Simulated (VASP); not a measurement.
Te, 1 atom in the cell. The structure is trigonal, space group R-3m (No. 166). Conventional cell: a = 4.612 Å, b = 4.612 Å, c = 5.073 Å, α = 90.00°, β = 90.00°, γ = 120.00°. Te (site symmetry -3m) has 6 Te at 3.15 Å as nearest neighbours. This isn't the form of Te at room conditions, which is trigonal, of chains.

- Program: VASP 6.6.1
- Task: relaxation of cell and atoms
- Functional: PBEsol
- Potentials or basis: VASP PAW PBE potentials, release 64 (Te)
- Cutoff: 600 eV
- k mesh: 9 × 9 × 9
- Occupations: fermi-dirac, width 0.05 eV
- Spin: no spin polarisation
- Further INCAR settings: ALGO = Normal; EDIFF = 1e-07; IBRION = 2; EDIFFG = -0.01; NSW = 40; ISIF = 3

Potentials or basis: VASP PAW PBE potentials, release 64 (Te).

The run is started by

```console
$ cat potpaw_PBE.64/Te/POTCAR > POTCAR
$ mpirun -np 1 vasp_std > vasp.out
```

Hardware: 1 thread of AMD EPYC 9R45 (Zen 5), on a shared host.

Question: How long does it take, and how much memory?

Answer: Run time: 72 s on 1 thread of AMD EPYC 9R45 (Zen 5), on a shared host, peak memory 0.15 GiB. Counts: scf iterations 76, k points 85, ion steps 13.
